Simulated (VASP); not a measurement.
# GaP (F-43m) in VASP: further runs, part 2 of 2

VASP 6.6.1. The steps go on from the part before.

### 3 G0W0 quasiparticle levels, PBE

Contents of POSCAR:

```
GaP
1.0
    0.0000000000      2.7252500000      2.7252500000
    2.7252500000      0.0000000000      2.7252500000
    2.7252500000      2.7252500000      0.0000000000
Ga P
1 1
Direct
    0.0000000000      0.0000000000      0.0000000000
    0.7500000000      0.7500000000      0.7500000000
```

Contents of INCAR.step1:

```
SYSTEM = GaP
PREC     = Accurate       ! precision mode
ENCUT    = 450            ! plane-wave cutoff, eV
EDIFF    = 1E-8           ! SCF threshold, eV
ISMEAR   = 0              ! smearing method
SIGMA    = 0.01           ! smearing width, eV
LREAL    = .False.        ! projectors in reciprocal space
LASPH    = .True.         ! aspherical terms in the spheres
NELM     = 80             ! most SCF steps
ALGO     = Normal         ! electronic algorithm
LWAVE    = .True.         ! write WAVECAR
LCHARG   = .False.        ! write CHGCAR
GGA      = PE             ! functional
```

Contents of INCAR.step2:

```
SYSTEM = GaP
PREC     = Accurate       ! precision mode
ENCUT    = 450            ! plane-wave cutoff, eV
EDIFF    = 1E-8           ! SCF threshold, eV
ISMEAR   = 0              ! smearing method
SIGMA    = 0.01           ! smearing width, eV
LREAL    = .False.        ! projectors in reciprocal space
LASPH    = .True.         ! aspherical terms in the spheres
NELM     = 1              ! most SCF steps
ALGO     = Exact          ! electronic algorithm
LWAVE    = .True.         ! write WAVECAR
LCHARG   = .False.        ! write CHGCAR
GGA      = PE             ! functional
NBANDS   = 170            ! bands
LOPTICS  = .True.         ! frequency-dependent dielectric function
ISTART   = 1
```

Contents of INCAR.step3:

```
SYSTEM = GaP
PREC     = Accurate       ! precision mode
ENCUT    = 450            ! plane-wave cutoff, eV
EDIFF    = 1E-8           ! SCF threshold, eV
ISMEAR   = 0              ! smearing method
SIGMA    = 0.01           ! smearing width, eV
LREAL    = .False.        ! projectors in reciprocal space
LASPH    = .True.         ! aspherical terms in the spheres
ALGO     = EVGW0          ! electronic algorithm
LWAVE    = .False.        ! write WAVECAR
LCHARG   = .False.        ! write CHGCAR
GGA      = PE             ! functional
NELMGW   = 1            
NBANDS   = 170            ! bands
ENCUTGW  = 75             ! cutoff of the response function
NOMEGA   = 48             ! frequency points
PRECFOCK = Fast         
ISTART   = 1            
NBANDSGW = 17
```

Contents of KPOINTS:

```
Automatic mesh
0
Gamma
  3 3 3
  0 0 0
```

Potentials or basis: VASP PAW PBE potentials, release 64 (Ga_d_GW, P_GW).

On the command line:

```bash
$ cat potpaw_PBE.64/Ga_d_GW/POTCAR potpaw_PBE.64/P_GW/POTCAR > POTCAR
$ cp INCAR.step1 INCAR
$ mpirun -np 1 vasp_std > vasp.out
$ cp INCAR.step2 INCAR
$ mpirun -np 1 vasp_std > vasp.out
$ cp INCAR.step3 INCAR
$ mpirun -np 1 vasp_std > vasp.out
```

OUTCAR:

```text
SYSTEM = GaP
   PREC = Accurate
   ENCUT = 450
   EDIFF = 1E-8
   ISMEAR = 0
   LREAL = .False.
   LASPH = .True.
   GGA = PE
   NELMGW = 1
   ENCUTGW = 75
   PRECFOCK = Fast
   ISTART = 1

 Found      4 irreducible k-points:

 Following reciprocal coordinates:
            Coordinates               Weight
  0.000000  0.000000  0.000000      1.000000
  0.333333  0.000000  0.000000      8.000000
  0.333333  0.333333  0.000000      6.000000
 -0.333333  0.333333  0.000000     12.000000
   k-points           NKPTS =      4   k-points in BZ     NKDIM =     27   number of bands    NBANDS=    170
   number of dos      NEDOS =    301   number of ions     NIONS =      2
   total plane-waves  NPLWV =  21952
   dimension x,y,z NGX =    28 NGY =   28 NGZ =   28
   dimension x,y,z NGXF=    56 NGYF=   56 NGZF=   56
   ions per type =               1   1
   NGX,Y,Z   is equivalent  to a cutoff of  12.08, 12.08, 12.08 a.u.
   NGXF,Y,Z  is equivalent  to a cutoff of  24.16, 24.16, 24.16 a.u.
 SYSTEM =  GaP
   PREC   = accura    normal or accurate (medium, high low for compatibility)
   ISTART =      1    job   : 0-new  1-cont  2-samecut
   ICHARG =      0    charge: 1-file 2-atom 10-const
   ISPIN  =      1    spin polarized calculation?
   LNONCOLLINEAR =      F non collinear calculations
   LSORBIT =      F    spin-orbit coupling
   LASPH  =      T    aspherical Exc in radial PAW
   ENCUT  =  450.0 eV  33.07 Ry    5.75 a.u.   6.67  6.67  6.67*2*pi/ulx,y,z
   NELM   =     60;   NELMIN=  2; NELMDL=  0     # of ELM steps
   EDIFF  = 0.1E-07   stopping-criterion for ELM
   LREAL  =      F    real-space projection
   EDIFFG = 0.1E-06   stopping-criterion for IOM
   NSW    =      0    number of steps for IOM
   IBRION =     -1    ionic relax: 0-MD 1-quasi-New 2-CG
   NFREE  =      0    steps in history (QN), initial steepest desc. (CG)
   ISIF   =      0    stress and relaxation
   ISYM   =      3    0-nonsym 1-usesym 2-fastsym
   POTIM  = 0.5000    time-step for ionic-motion
   TEBEG  =    0.0;   TEEND  =   0.0 temperature during run
   PSTRESS=    0.0 pullay stress
   NELECT =      18.0000    total number of electrons
   NUPDOWN=      -1.0000    fix difference up-down
   EMIN   =  10.00;   EMAX   =-10.00  energy-range for DOS
   EFERMI =   0.00;   METHOD = LEGACY
   ISMEAR =     0;   SIGMA  =   0.01  broadening in eV -4-tet -1-fermi 0-gaus
   EFERMI_NEDOS =   21; number of points for ismear=-14 and -15
   IALGO  =     38    algorithm
   IMIX   =      4    mixing-type and parameters
     AMIX     =   0.40;   BMIX     =  1.00
     AMIX_MAG =   1.60;   BMIX_MAG =  1.00
  volume/ion in A,a.u.               =      20.24       136.59
  Fermi-wavevector in a.u.,A,eV,Ry     =   1.249538  2.361284 21.243377  1.561344
  Thomas-Fermi vector in A             =   2.383574
   LORBIT       =      0    0 simple, 1 ext, 2 COOP (PROOUT), +10 PAW based schemes
   GGA     = PE    functional components
   LHFCALC =     T    Hartree Fock is set to
   PRECFOCK=fast      Normal, Fast or Accurate (Low or Medium for compatibility)
   ENCUT4O =  -1.0   cutoff for four orbital integrals eV
   NKREDX  =     1    reduce k-point grid by
   NKREDY  =     1    reduce k-point grid by
   NKREDZ  =     1    reduce k-point grid by
   AEXX    =    1.0000 exact exchange contribution
   HFSCREEN=    0.0000 screening length (either q_TF or 0.3 A-1)
   HFSCREENC=   0.0000 screening length for correlation (either q_TF or 0.3 A-1)
   ENCUTFOCK=  -1.0 apply spherical cutoff to Coloumb kernel
   IVDW    =     0    specifies the selected vdW correction
   LEPSILON=     F    determine dielectric tensor
   LRPA    =     F    only Hartree local field effects (RPA)
   LRPAFORCE           =     F    calculate RPA forces
   ENCUTGW             =  75.0    cutoff for response function in eV
   ENCUTGWSOFT         =  60.0    soft cutoff for Coulomb kernel in GW response function in eV
   ENCUTLF             =  -1.0    cutoff for local field effects
   NELMGW              =     1    number of iterations in solving QP/BSE equation
   NELMHF              =     1    number of iterations in the inner HF iteration
   NKREDLFX            =     1    NKREDLFY  =   1   NKREDLFZ  =   1
 non-spin polarized calculation
 Gauss-broadening in eV      SIGMA  =   0.01
  energy-cutoff  :      450.00
  volume of cell :       40.48
 maximum number of plane-waves:       893
 NGX is ok and might be reduce to    28
  NGX = 16; NGY = 16; NGZ = 16
   NGX = 13   NGY = 13   NGZ = 13
 maximum number of plane-waves:        64
 NGX is ok and might be reduce to    14

 QP shifts <psi_nk| G(iteration)W_0 |psi_nk>: iteration 1
 for sc-GW calculations column KS-energies equals QP-energies in previous step
 and V_xc(KS)=  KS-energies - (<T + V_ion + V_H > + <T+V_H+V_ion>^1  + <V_x>^1)

 k-point   1 :       0.0000    0.0000    0.0000
  band No.  KS-energies  QP-energies   sigma(KS)   V_xc(KS)     V^pw_x(r,r')   Z            occupation Imag(sigma)

      1     -10.1856     -13.2836     -26.1461     -21.6848     -35.0252       0.6944       2.0000       0.2583
      2     -10.1856     -13.2836     -26.1461     -21.6848     -35.0252       0.6944       2.0000       0.2583
      3     -10.1856     -13.2836     -26.1461     -21.6848     -35.0252       0.6944       2.0000       0.2583
      4     -10.0900     -13.2286     -26.3091     -21.8034     -35.1437       0.6966       2.0000       0.2245
      5     -10.0900     -13.2286     -26.3091     -21.8034     -35.1437       0.6966       2.0000       0.2245
      6      -8.0298      -8.4409     -11.9254     -11.3534     -18.6291       0.7187       2.0000       1.2196
[... 9 lines left out ...]
     16      14.1509      14.4311     -10.4585     -10.8284      -4.9889       0.7574       0.0000      -0.2507
     17      16.8528      16.6631      -8.4114      -8.1664      -2.3911       0.7742       0.0000      -0.5138
[... 46 lines left out ...]
      1     -10.2740     -13.2603     -25.6597     -21.3469     -34.5252       0.6924       2.0000       0.3003
      2     -10.1481     -13.2821     -26.2300     -21.7436     -35.0963       0.6986       2.0000       0.2504
      3     -10.1367     -13.2875     -26.2688     -21.7837     -35.1500       0.7025       2.0000       0.2538
      4     -10.1005     -13.2323     -26.2734     -21.7748     -35.1096       0.6962       2.0000       0.2242
      5     -10.0831     -13.2458     -26.3169     -21.8126     -35.1573       0.7021       2.0000       0.2206
      6      -5.2807      -5.7234     -13.2748     -12.6405     -19.1782       0.6979       2.0000       0.7367
[... 9 lines left out ...]
     16      19.4742      19.4738      -9.1979      -9.1973      -2.7823       0.7550       0.0000      -0.6629
     17      20.2154      20.4255     -10.3568     -10.6356      -3.3956       0.7538       0.0000      -0.8974
```

OUTCAR.step2:

```text
SYSTEM = GaP
   PREC = Accurate
   ENCUT = 450
   EDIFF = 1E-8
[... 539 lines left out ...]
  --------------------------------------------------------------------------------------------------------------
     0.00000    29.48135    29.48135    29.48135     0.00000     0.00000    -0.00000
     1.83667    29.75779    29.75779    29.75779     0.00000     0.00000    -0.00000
     3.67334    26.48033    26.48033    26.48033     0.00000     0.00000    -0.00000
     5.51001     1.97337     1.97337     1.97337    -0.00000    -0.00000     0.00000
     7.34668    -7.73176    -7.73176    -7.73176    -0.00000    -0.00000     0.00000
     9.18335    -2.70148    -2.70148    -2.70148    -0.00000    -0.00000     0.00000
[... 92 lines left out ...]
   179.99374     0.98034     0.98034     0.98034    -0.00000    -0.00000     0.00000
   181.83041     0.98080     0.98080     0.98080    -0.00000    -0.00000     0.00000
```

Wall time 35 s (1 thread of Intel Xeon Platinum 8488C (Sapphire Rapids), shared host); peak memory 0.25 GiB.

The run converged, but some of its settings lie outside the range that counts as converged, so its numbers aren't taken as properties of the crystal.

Results:

- Band gap on the k mesh, mean-field level: 1.70 eV, indirect (least direct gap 1.80 eV)
- Quasiparticle gap: 2.16 eV
- Least direct quasiparticle gap: 2.70 eV

Caveat: the k mesh is coarse (spacing up to 0.67 Å⁻¹), so the values aren't converged; the cutoff is under 1.25 times the usual one of these potentials, so pressure, stress and relaxed cells hold a basis-set (Pulay) error; bands, screening cutoff and mesh are small and nothing is extrapolated, so the quasiparticle values aren't converged; an odd mesh through Γ misses points on the zone boundary, where band edges often lie.

### 4 For comparison

An earlier run on the cell as given: functional PBE; potentials or basis VASP PAW PBE potentials, release 64 (Ga_d, P); cutoff 520 eV; k mesh 8 × 8 × 8; occupations fermi-dirac, width 0.05 eV; no spin polarisation.

- Pressure: 2.5 GPa
- Band gap on the k mesh: 1.64 eV, indirect (least direct gap 1.83 eV)
